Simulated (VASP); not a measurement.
Write the native input for VASP 6.6.1 that does the following.

```
Task                   : single point
Functional             : PBE
Dispersion             : D3(BJ)
Potentials or basis    : VASP PAW PBE potentials, release 64 (C, F)
Cutoff                 : 520 eV
k mesh                 : 1 × 1 × 1
Occupations            : fermi-dirac, width 0.05 eV
Spin                   : no spin polarisation
Dipole correction      : no
Further INCAR settings : LREAL = Auto; ALGO = Fast; EDIFF = 1e-06; NBANDS = 154
```

The structure of CF4 lies in POSCAR:

```
CF4
1.0
    8.9958830000      0.0000000000      0.0000000000
    0.0000000000      8.9958830000      0.0000000000
    0.0000000000      0.0000000000      8.9958830000
C F
8 32
Direct
    0.2177107017      0.5162917303      0.1314045547
    0.9152853589      0.7080572302      0.6581455095
    0.2868867903      0.9801261310      0.9701549031
    0.7306008760      0.6765094655      0.1015575681
    0.4492832999      0.5185927829      0.6726632616
    0.9015790890      0.1867409792      0.8148394104
   -0.0057248410      0.2010475236      0.3618433010
    0.4786522902      1.0172542262      0.4384338925
    0.2663218274      0.6375138494      0.2016589144
    0.0865618194      0.4674471644      0.1821055254
    0.2078951005      0.5436042243     -0.0093153724
    0.3126985978      0.4048629801      0.1472562504
    1.0108290648      0.7188732890      0.7812462657
    0.8928417588      0.5652029934      0.6116242285
    0.7885940713      0.7768442520      0.6911050310
    0.9823493703      0.7754324951      0.5441933827
    0.3743379055      0.9374288216      1.0743581258
    0.1395527265      0.9771247581      1.0303824538
    0.3154554144      1.1116974287      0.9219106118
    0.2988367012      0.8793244643      0.8631170503
    0.8151617801      0.6767540218      0.2228686167
    0.7950859299      0.6103680984     -0.0075367810
    0.5937049204      0.6023310886      0.1256130165
    0.6999868718      0.8138500690      0.0527130022
    0.4575092851      0.5034747562      0.8170848821
    0.3758163596      0.3899561611      0.6370025044
    0.3839645313      0.6515647213      0.6276093186
    0.5824775622      0.5149466706      0.6094343379
    1.0425880372      0.2174883777      0.8204308571
    0.8907296816      0.0430974925      0.7874935679
    0.8426743656      0.2247806024      0.9420531592
    0.8460870378      0.2796723790      0.7039553538
    0.0633956667      0.3040057324      0.4473157332
   -0.0652076066      0.1042699199      0.4574870527
   -0.1084384935      0.2667998239      0.2872091600
    0.0802700524      0.1286032733      0.2736696331
    0.5867461816      1.1254036986      0.4318642206
    0.4980389363      0.9534027955      0.5733400490
    0.3521166294      1.0730797633      0.4061413427
    0.5093107592      0.9002673779      0.3450911934
```

The cell was built by a generator and needn't be a form met in nature.

The input as run:

INCAR

```
PREC     = Accurate       # precision mode
ENCUT    = 520            # plane-wave cutoff, eV
EDIFF    = 1E-6           # SCF threshold, eV
ISMEAR   = -1             # smearing method
SIGMA    = 0.05           # smearing width, eV
LREAL    = Auto         
LASPH    = T              # aspherical terms in the spheres
NELM     = 80             # most SCF steps
ALGO     = Fast           # electronic algorithm
ISIF     = 2              # what is computed and relaxed
LWAVE    = F              # write WAVECAR
LCHARG   = F              # write CHGCAR
GGA      = PE             # functional
IVDW     = 12             # dispersion correction
NBANDS   = 154            # bands
```

KPOINTS

```
Automatic mesh
0
Gamma
  1 1 1
```

Potentials or basis: VASP PAW PBE potentials, release 64 (C, F).

Command:

```sh
$ cat potpaw_PBE.64/C/POTCAR potpaw_PBE.64/F/POTCAR > POTCAR
$ mpirun -np 1 vasp_gam > vasp.out
```

Results of the run:

* Pressure: 1.9 GPa
* Largest force: 4.229 eV/Å
* Band gap on the k mesh: 8.45 eV, direct
* Dispersion energy per atom: -0.029 eV

Run time: 2.1 min on 1 thread of AMD EPYC 7R13 Processor (Zen 3), with other jobs on the host, peak memory 0.63 GiB.
